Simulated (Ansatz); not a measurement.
## Stress against strain in KCl

```
CELL_PARAMETERS angstrom
3.63400 0.00000 0.00000
0.00000 3.63400 0.00000
0.00000 0.00000 3.63400
ATOMIC_POSITIONS crystal
K 0.00000 0.00000 0.00000
Cl 0.50000 0.50000 0.50000
```

Atom numbers follow the list: K1, Cl2.

The cell is COD entry 1000050, as deposited and not checked against the literature; nothing was relaxed.

Level of theory: Ansatz 0.2.0, DFT, PBE, all-electron LAPW, scalar-relativistic.

The runs use a Γ-centred 7×7×7 k mesh, Fermi–Dirac smearing of 0.02 eV, basis error target 0.5 meV/atom, no spin polarisation.

The strain is applied along the Cartesian axes of the cell as listed (the other components stay zero). Fractional coordinates are held (clamped ions).

σ is the change of stress from the unstrained cell, which is at 4.46 GPa; tension is positive, so slopes are stress–strain coefficients at that pressure.

Only quantities that a quadratic follows smoothly over the whole series are listed; rougher ones are left out.

| εxx = εyy | σzz (GPa) | σxx (GPa) |
| --- | --- | --- |
| -0.0300 | -1.53 | -3.21 |
| -0.0200 | -0.95 | -2.05 |
| 0.0000 | 0.00 | 0.00 |
| 0.0100 | 0.39 | 0.90 |
| 0.0200 | 0.74 | 1.73 |
| 0.0300 | 1.03 | 2.49 |

(1) Fit the series and read off the stiffness at zero strain.

(2) One run, at εxx = εyy = -0.0100, is withheld. Predict its row.

## Answers

(1) Least-squares fits y = p0 + p1 x + p2 x² to the rows give σzz (GPa): p1 = 42.5, p2 = -280; σxx (GPa): p1 = 94.8, p2 = -400. So 2 C12 = 43 GPa and C11 + C12 = 95 GPa.

(2) The fits give -0.45, -0.99; the run gave -0.45, -0.98.
